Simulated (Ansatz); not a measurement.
# TlBr: the cost of one run

Program: Ansatz 0.2.0. Level of theory: DFT, r2SCAN, PAW with Ansatz's default frozen-core files, scalar-relativistic. These are calculated values, not measurements.

**1. The structure to begin with**

Symmetry: Pm-3m, No. 221, cubic system. Conventional cell: a = 3.980 Å, b = 3.980 Å, c = 3.980 Å, α = 90.00°, β = 90.00°, γ = 90.00°. Tl (site symmetry m-3m) has 8 Br at 3.45 Å as nearest neighbours. Br (site symmetry m-3m) has 8 Tl at 3.45 Å as nearest neighbours.

Structure file:

```cif
data_structure
_symmetry_space_group_name_H-M 'Pm-3m'
_symmetry_Int_Tables_number 221
_cell_length_a 3.9800
_cell_length_b 3.9800
_cell_length_c 3.9800
_cell_angle_alpha 90.000
_cell_angle_beta 90.000
_cell_angle_gamma 90.000
_cell_volume 63.04
loop_
_atom_site_label
_atom_site_type_symbol
_atom_site_symmetry_multiplicity
_atom_site_Wyckoff_symbol
_atom_site_fract_x
_atom_site_fract_y
_atom_site_fract_z
_atom_site_occupancy
Tl1 Tl 1 a 0.00000 0.00000 0.00000 1
Br1 Br 1 b 0.50000 0.50000 0.50000 1
```

The file gives the conventional cell by its symmetry; the runs use the cell typed in the input.

Whether this phase is the stable one at these pressures isn't tested.

Atoms are numbered in the order of the input: Tl1, Br2.

**2. Volume scaled by 1, PAW**

input.yaml

```yaml
crystal:
  lattice:
    - [3.98, 0.0, 0.0]
    - [0.0, 3.98, 0.0]
    - [0.0, 0.0, 3.98]
  atoms:
    - { symbol: Tl, position: [0.0, 0.0, 0.0] }
    - { symbol: Br, position: [0.5, 0.5, 0.5] }
kpoints:
  mp_grid: { grid: [7, 7, 7] }
  band_path:
    path:
      - [0.0, 0.0, 0.0]
      - [0.0, 0.5, 0.0]
      - [0.5, 0.5, 0.0]
      - [0.0, 0.0, 0.0]
      - [0.5, 0.5, 0.5]
      - [0.0, 0.5, 0.0]
      - [0.5, 0.5, 0.5]
      - [0.5, 0.5, 0.0]
    npoints: 6
scf:
  occupations: { method: fermi_dirac, width: 0.03 }
hamiltonian:
  xc: r2scan
  pseudopotentials: { kind: paw }
output:
  forces: true
  stress: true
  eigenvalues: true
  efg: { contact_densities: true }
  populations: true
```

The run is started by

```console
ansatz run input.yaml --threads 1 --pin off --max-ram 2048MiB --backend cpu --events-out ev --progress --plain --runs-dir out
```

Q: Estimate wall time and peak memory on 1 thread of Intel Xeon Platinum 8559C (Emerald Rapids), shared host.

About 4.2 s, with a peak of 0.51 GiB.
